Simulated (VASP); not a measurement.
# AlN (P6_3/mmc) in VASP: notebook

Runs on AlN. Level: PBEsol. Tasks: single point.

Program: VASP 6.6.1. These are calculated values, not measurements. Logs are shortened: lines on timing, memory, paths and dates and some standing lists are left out, and cuts for length are marked.

## (1) Starting point

The structure is hexagonal, space group P6_3/mmc (No. 194). Conventional cell: a = 3.312 Å, b = 3.312 Å, c = 4.188 Å, α = 90.00°, β = 90.00°, γ = 120.00°. Around Al (site symmetry -6m2) lie 5 N at 1.91 to 2.09 Å. Around N (site symmetry -6m2) lie 5 Al at 1.91 to 2.09 Å.

Measurements of this composition are mostly on another form, of space group No. 186.

## (2) Single point, PBEsol

File INCAR:

```
PREC     = Accurate       # precision mode
ENCUT    = 450            # plane-wave cutoff, eV
EDIFF    = 1E-6           # SCF threshold, eV
ISMEAR   = 0              # smearing method
SIGMA    = 0.05           # smearing width, eV
LREAL    = False          # projectors in reciprocal space
LASPH    = True           # aspherical terms in the spheres
NELM     = 100            # most SCF steps
ALGO     = Normal         # electronic algorithm
ISIF     = 2              # what is computed and relaxed
LWAVE    = False          # write WAVECAR
LCHARG   = False          # write CHGCAR
GGA      = PS             # functional
ADDGRID  = False
```

File KPOINTS:

```
regular mesh
0
Gamma
  6 6 4
```

File POSCAR:

```
AlN
1.0
    3.3121157418      0.0000000000      0.0000000000
   -1.6560578709      2.8683763727      0.0000000000
    0.0000000000      0.0000000000      4.1875630000
Al N
2 2
Direct
    0.6666666667      0.3333333333      0.2500000000
    0.3333333333      0.6666666667      0.7500000000
    0.6666666667      0.3333333333      0.7500000000
    0.3333333333      0.6666666667      0.2500000000
```

Potentials or basis: VASP PAW PBE potentials, release 64 (Al, N).

The run is started by

```sh
$ cat potpaw_PBE.64/Al/POTCAR potpaw_PBE.64/N/POTCAR > POTCAR
$ mpirun -np 1 vasp_std > vasp.out
```

OUTCAR:

```text
PREC = Accurate
   ENCUT = 450
   EDIFF = 1E-6
   ISMEAR = 0
   LREAL = False
   LASPH = True
   NELM = 100
   ISIF = 2
   GGA = PS

 Found     21 irreducible k-points:

 Following reciprocal coordinates:
            Coordinates               Weight
  0.000000  0.000000  0.000000      1.000000
  0.166667  0.000000  0.000000      6.000000
  0.333333 -0.000000  0.000000      6.000000
  0.500000  0.000000  0.000000      3.000000
  0.166667  0.166667  0.000000      6.000000
  0.333333  0.166667  0.000000     12.000000
   k-points           NKPTS =     21   k-points in BZ     NKDIM =     21   number of bands    NBANDS=     12
   number of dos      NEDOS =    301   number of ions     NIONS =      4
   total plane-waves  NPLWV =  17280
   dimension x,y,z NGX =    24 NGY =   24 NGZ =   30
   dimension x,y,z NGXF=    48 NGYF=   48 NGZF=   60
   ions per type =               2   2
   NGX,Y,Z   is equivalent  to a cutoff of  12.05, 12.05, 11.91 a.u.
   NGXF,Y,Z  is equivalent  to a cutoff of  24.09, 24.09, 23.82 a.u.
 SYSTEM =  unknown system
   PREC   = accura    normal or accurate (medium, high low for compatibility)
   ISTART =      0    job   : 0-new  1-cont  2-samecut
   ICHARG =      2    charge: 1-file 2-atom 10-const
   ISPIN  =      1    spin polarized calculation?
   LNONCOLLINEAR =      F non collinear calculations
   LSORBIT =      F    spin-orbit coupling
   LASPH  =      T    aspherical Exc in radial PAW
   ENCUT  =  450.0 eV  33.07 Ry    5.75 a.u.   5.73  5.73  7.24*2*pi/ulx,y,z
   NELM   =    100;   NELMIN=  2; NELMDL= -5     # of ELM steps
   EDIFF  = 0.1E-05   stopping-criterion for ELM
   LREAL  =      F    real-space projection
   EDIFFG = 0.1E-04   stopping-criterion for IOM
   NSW    =      0    number of steps for IOM
   IBRION =     -1    ionic relax: 0-MD 1-quasi-New 2-CG
   NFREE  =      0    steps in history (QN), initial steepest desc. (CG)
   ISIF   =      2    stress and relaxation
   ISYM   =      2    0-nonsym 1-usesym 2-fastsym
   POTIM  = 0.5000    time-step for ionic-motion
   TEBEG  =    0.0;   TEEND  =   0.0 temperature during run
   PSTRESS=    0.0 pullay stress
   NELECT =      16.0000    total number of electrons
   NUPDOWN=      -1.0000    fix difference up-down
   EMIN   =  10.00;   EMAX   =-10.00  energy-range for DOS
   EFERMI =   0.00;   METHOD = LEGACY
   ISMEAR =     0;   SIGMA  =   0.05  broadening in eV -4-tet -1-fermi 0-gaus
   EFERMI_NEDOS =   21; number of points for ismear=-14 and -15
   IALGO  =     38    algorithm
   IMIX   =      4    mixing-type and parameters
     AMIX     =   0.40;   BMIX     =  1.00
     AMIX_MAG =   1.60;   BMIX_MAG =  1.00
  volume/ion in A,a.u.               =       9.95        67.12
  Fermi-wavevector in a.u.,A,eV,Ry     =   1.208409  2.283561 19.867927  1.460251
  Thomas-Fermi vector in A             =   2.344017
   LORBIT       =      0    0 simple, 1 ext, 2 COOP (PROOUT), +10 PAW based schemes
   GGA     = PS    functional components
   LHFCALC =     F    Hartree Fock is set to
   AEXX    =    0.0000 exact exchange contribution
   IVDW    =     0    specifies the selected vdW correction
   LEPSILON=     F    determine dielectric tensor
   LRPA    =     F    only Hartree local field effects (RPA)
 non-spin polarized calculation
 Gauss-broadening in eV      SIGMA  =   0.05
  energy-cutoff  :      450.00
  volume of cell :       39.78
 maximum number of plane-waves:       870
 NGX is ok and might be reduce to    24
   NGX = 11   NGY = 11   NGZ = 15

 number of electron      15.9999997 magnetization

 Free energy of the ion-electron system (eV)
  ---------------------------------------------------
  ext. energy  EPLUGINS =         0.00000000
  ---------------------------------------------------
  free energy    TOTEN  =       -30.94272735 eV

  energy without entropy =      -30.94272735  energy(sigma->0) =      -30.94272735

 E-fermi :   8.0673     XC(G=0): -11.3531

 val. band max:        7.8629865261   @ k =   0.0000   0.0000   0.0000
 cond. band min:      11.0477226984   @ k =   0.0000   0.0000   0.0000
 fundamental gap:      3.1847361723
 Fermi energy:         8.0673148636

 k-point     1 :       0.0000    0.0000    0.0000
  band No.  band energies     occupation
      1      -8.9056      2.00000
      2      -5.2325      2.00000
      3       0.9378      2.00000
      4       4.5772      2.00000
      5       4.5772      2.00000
      6       6.2451      2.00000
      7       6.2451      2.00000
      8       7.8630      2.00000
      9      11.0477      0.00000
     10      12.1996      0.00000
     11      15.9946      0.00000
     12      15.9946      0.00000

 k-point     2 :       0.1667    0.0000    0.0000
  band No.  band energies     occupation
      1      -8.5917      2.00000
      2      -5.2337      2.00000
      3       1.2776      2.00000
      4       3.5469      2.00000
      5       4.1774      2.00000
      6       5.2951      2.00000
      7       6.3696      2.00000
      8       7.3354      2.00000
      9      12.2007      0.00000
     10      13.1962      0.00000
     11      15.1888      0.00000
     12      16.8380      0.00000

 k-point     3 :       0.3333   -0.0000    0.0000
  band No.  band energies     occupation
      1      -7.7559      2.00000
      2      -5.4412      2.00000
      3       1.9687      2.00000
      4       2.2176      2.00000
      5       3.5925      2.00000
      6       4.0474      2.00000
      7       6.0174      2.00000
      8       6.4213      2.00000
      9      12.1272      0.00000
     10      14.5151      0.00000
     11      15.6301      0.00000
     12      16.3163      0.00000

 k-point     4 :       0.5000    0.0000    0.0000
  band No.  band energies     occupation
      1      -7.0297      2.00000
      2      -5.8674      2.00000
      3       1.3558      2.00000
      4       3.0974      2.00000
      5       3.3559      2.00000
      6       3.5299      2.00000
      7       4.9440      2.00000
      8       6.4029      2.00000
      9      11.6161      0.00000
     10      14.8823      0.00000
     11      14.9151      0.00000
     12      17.1337      0.00000

 k-point     5 :       0.1667    0.1667    0.0000
  band No.  band energies     occupation
      1      -8.0106      2.00000
      2      -5.3367      2.00000
      3       1.9247      2.00000
      4       2.7459      2.00000
      5       2.9215      2.00000
      6       4.8465      2.00000
      7       6.1137      2.00000
      8       6.4330      2.00000
      9      13.0598      0.00000
     10      14.4740      0.00000
     11      14.9699      0.00000
     12      15.4258      0.00000

 k-point     6 :       0.3333    0.1667    0.0000
  band No.  band energies     occupation
      1      -7.0978      2.00000
      2      -5.7688      2.00000
      3       1.4700      2.00000
      4       2.9369      2.00000
      5       3.0162      2.00000
      6       3.8904      2.00000
      7       5.1194      2.00000
      8       5.8725      2.00000
      9      12.8194      0.00000
     10      13.8357      0.00000
     11      15.7018      0.00000
     12      16.3117      0.00000

 [... further k-points ...]

------------------------ aborting loop because EDIFF is reached ----------------------------------------

  FORCE on cell =-STRESS in cart. coord.  units (eV):
  Direction    XX          YY          ZZ          XY          YZ          ZX
  --------------------------------------------------------------------------------------
  -------------------------------------------------------------------------------------
  Total       -1.0208147     -1.0208147     -1.2793305      0.0000000     -0.0000000      0.0000000
  in kB      -41.1106660    -41.1106660    -51.5217205      0.0000000     -0.0000000      0.0000000
  external PRESSURE =     -44.5810175 kB  Pullay stress =       0.0000000 kB

 VOLUME and BASIS-vectors are now :
 -----------------------------------------------------------------------------
  energy-cutoff  :      450.00
  volume of cell :       39.78
      direct lattice vectors                 reciprocal lattice vectors
     3.312115742  0.000000000  0.000000000     0.301921816  0.174314642  0.000000000
    -1.656057871  2.868376373  0.000000000     0.000000000  0.348629284  0.000000000
     0.000000000  0.000000000  4.187563000     0.000000000  0.000000000  0.238802377

 POSITION                                       TOTAL-FORCE (eV/Angst)
 -----------------------------------------------------------------------------------
      1.65606      0.95613      1.04689        -0.000000      0.000000      0.000000
     -0.00000      1.91225      3.14067         0.000000     -0.000000      0.000000
      1.65606      0.95613      3.14067        -0.000000      0.000000      0.000000
     -0.00000      1.91225      1.04689         0.000000     -0.000000      0.000000
 -----------------------------------------------------------------------------------
    total drift:                               -0.000000     -0.000000     -0.000000

  FREE ENERGIE OF THE ION-ELECTRON SYSTEM (eV)
  ---------------------------------------------------
  free  energy   TOTEN  =       -30.9427273539 eV

  energy  without entropy=      -30.9427273539  energy(sigma->0) =      -30.94272735
```

Run time: 3.5 s. Hardware: 1 thread of Intel Xeon 6975P-C (Granite Rapids), shared host; peak memory 0.14 GiB.

The run converged, but some of its settings lie outside the range that counts as converged, so its numbers aren't taken as properties of the crystal.

What came out:

| Property | Result |
| --- | --- |
| Free energy | -30.9427 eV |
| Band gap on the k mesh | 3.18 eV, direct |

Caveat: the cutoff is under 1.25 times the usual one of these potentials, so pressure, stress and relaxed cells hold a basis-set (Pulay) error; the PAW data sets were made with another functional, which shifts forces and pressure a little.

## (3) Single point, PBEsol

INCAR is that of step 2.

KPOINTS is that of step 2.

File POSCAR:

```
AlN
1.0
    3.3121157418      0.0000000000      0.0000000000
   -1.6560578709      2.8683763727      0.0000000000
    0.0000000000      0.0000000000      4.1875630000
Al N
2 2
Direct
    0.6237580000      0.3299140000      0.2556100000
    0.3117670000      0.6288490000      0.7350250000
    0.6903480000      0.3199170000      0.7468030000
    0.3351220000      0.6696830000      0.2481240000
```

Potentials or basis: VASP PAW PBE potentials, release 64 (Al, N).

The run is started by

```sh
$ cat potpaw_PBE.64/Al/POTCAR potpaw_PBE.64/N/POTCAR > POTCAR
$ mpirun -np 1 vasp_std > vasp.out
```

Run time: 9.4 s. Hardware: 1 thread of Intel Xeon 6975P-C (Granite Rapids), shared host; peak memory 0.15 GiB.

The run converged, but some of its settings lie outside the range that counts as converged, so its numbers aren't taken as properties of the crystal.

What came out:

```yaml
Free_energy: -30.5508 eV
Largest_force: 2.823 eV/Å
Band_gap_on_the_k_mesh: 3.09 eV, direct
```

Caveat: the cutoff is under 1.25 times the usual one of these potentials, so pressure, stress and relaxed cells hold a basis-set (Pulay) error; the PAW data sets were made with another functional, which shifts forces and pressure a little.

[end of part 1 of 2]
